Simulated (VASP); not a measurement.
Crystal: Re.

```
CELL_PARAMETERS angstrom
2.59329 -1.71396 0.00000
2.59329 1.71396 0.00000
0.00000 0.00000 6.99168
ATOMIC_POSITIONS crystal
Re 0.85000 0.15000 0.11700
Re 0.65000 0.35000 0.61700
Re 0.15000 0.85000 0.88300
Re 0.35000 0.65000 0.38300
```

The cell was built by a generator and needn't be a form met in nature.

| Item | Value |
| --- | --- |
| Program | VASP 6.6.1 |
| Task | relaxation of cell and atoms |
| Functional | r2SCAN |
| Potentials or basis | VASP PAW PBE potentials, release 64 (Re) |
| Cutoff | 600 eV |
| k mesh | 6 × 6 × 4 |
| Occupations | gaussian, width 0.1 eV |
| Spin | no spin polarisation |

At the start: pressure 40.5 GPa; volume 15.54 Å³/atom.

Q: Where does the relaxation end?

A: Over 26 steps the energy falls by 2247.9 meV/atom and the volume is 14.75 Å³/atom (-5.0 %); space group Fm-3m (No. 225, to 0.05 Å).

The path:
```
step  energy change (eV)  largest force (eV/Å)  pressure (GPa)  volume (Å³)
   1              0.0000                9.6468           40.55        62.15
   2             -0.0526                3.8120          -44.39        97.24
   3             -1.3448                2.8400          -47.43        90.15
   4             -2.7898                1.7658          -47.99        83.91
   5             -4.9735                0.6308          -34.52        73.05
   6             -4.9311                1.1433          -18.60        68.82
   7             -5.0653                0.6857          -27.94        71.02
   8             -3.9140                8.8962          112.17        51.10
   9             -7.1219                2.3448            7.13        61.10
  10             -7.1352                2.5388           10.01        60.63
  11             -8.3884                1.6974            6.63        59.01
  12             -8.3777                1.5938            7.76        58.76
  13             -8.4036                0.4768          -22.52        63.53
  14             -8.5649                0.6802           -9.44        61.10
  15             -8.7854                0.8527            5.16        58.54
  16             -8.7873                0.7966            3.75        58.75
  17             -8.8678                0.7924           -1.25        59.40
  18             -8.8679                0.7917           -1.04        59.37
  19             -8.9534                0.3787           -0.07        59.09
  20             -8.9757                0.1854            1.06        58.86
  21             -8.9759                0.1844            1.14        58.84
  22             -8.9852                0.0734           -2.95        59.46
  23             -8.9858                0.0928           -2.17        59.34
  24             -8.9909                0.0062            0.94        58.86
  25             -8.9914                0.0211            0.25        58.97
  26             -8.9916                0.0095           -0.07        59.02
```

Final structure:
```yaml
crystal:
  lattice:
    - [1.94383, -1.94622, 0.00000]
    - [1.94383, 1.94622, 0.00000]
    - [0.00000, 0.00000, 7.80005]
  atoms:
    - { symbol: Re, position: [0.75036, 0.24964, 0.12499] }
    - { symbol: Re, position: [0.74964, 0.25036, 0.62499] }
    - { symbol: Re, position: [0.24964, 0.75036, 0.87501] }
    - { symbol: Re, position: [0.25036, 0.74964, 0.37501] }
```

Caveat: the k mesh is coarse (spacing up to 0.37 Å⁻¹), so the values aren't converged; the PAW data sets were made with another functional, which shifts forces and pressure a little.
